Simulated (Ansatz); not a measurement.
PtS2 under changes of volume

One of the cells (18.261 Å³/atom); the others are scaled copies at fixed shape and fractional positions:

```
CELL_PARAMETERS angstrom
3.54320 0.00000 0.00000
-1.77160 3.06850 0.00000
0.00000 0.00000 5.03880
ATOMIC_POSITIONS crystal
Pt 0.00000 0.00000 0.00000
S 0.66667 0.33333 0.77300
S 0.33333 0.66667 0.22700
```

```yaml
Program: Ansatz 0.2.0
Functional: PBE
Potentials_or_basis: Ansatz PAW
Cutoff: "420 eV (not typed: the program's choice for these potentials)"
k_mesh: 9 × 9 × 5
Occupations: fermi-dirac, width 0.05 eV
Spin: no spin polarisation
```

| volume (Å³/atom) | energy over the lowest point (meV/atom) | pressure (GPa) | gap on the mesh (eV) | largest force (eV/Å) |
| --- | --- | --- | --- | --- |
| 17.165 | 166.47 | 24.1 | 1.08 | 2.317 |
| 17.531 | 116.84 | 19.5 | 1.06 | 1.934 |
| 17.896 | ? | ? | ? | ? |
| 18.261 | 46.63 | 11.6 | 1.02 | 1.257 |
| 18.626 | 24.09 | 8.2 | 1.00 | 0.957 |
| 18.992 | 8.80 | 5.2 | 0.97 | 0.681 |
| 19.357 | 0.00 | 2.5 | 0.95 | 0.426 |

Question: What does the run at 17.896 Å³/atom give?

Answer: Energy over the lowest point 77.24 meV/atom; pressure 15.3 GPa; gap on the mesh 1.04 eV; largest force 1.581 eV/Å.

Worked out: A Birch-Murnaghan fit of order 3 (a polynomial in V^(-2/3)) to the other rows has its minimum at 19.73 Å³/atom, just outside them, with B0 = V·E''(V) = 126 GPa and B' = 4.6 at fixed shape and positions, which overstates the stiffness. It gives 77.26 meV/atom at 17.896 Å³/atom, against the run's 77.24, and -dE/dV = 15.3 GPa, against 15.3. A straight line through the other rows of the gap, of slope -1.08 eV per unit of ln V, gives 1.04 eV, against the run's 1.04.

Energies are extrapolated to zero smearing.

Caveats: odd divisions of the mesh miss points on the zone boundary, where band edges often lie, so the gap on the mesh can be too wide; spin-orbit coupling is left out, which moves the levels of the heavy elements; forces of over 1 eV/Å show positions far from the minimum, so gaps and moduli don't describe the material at rest (some runs).

A mesh can miss the band edges.
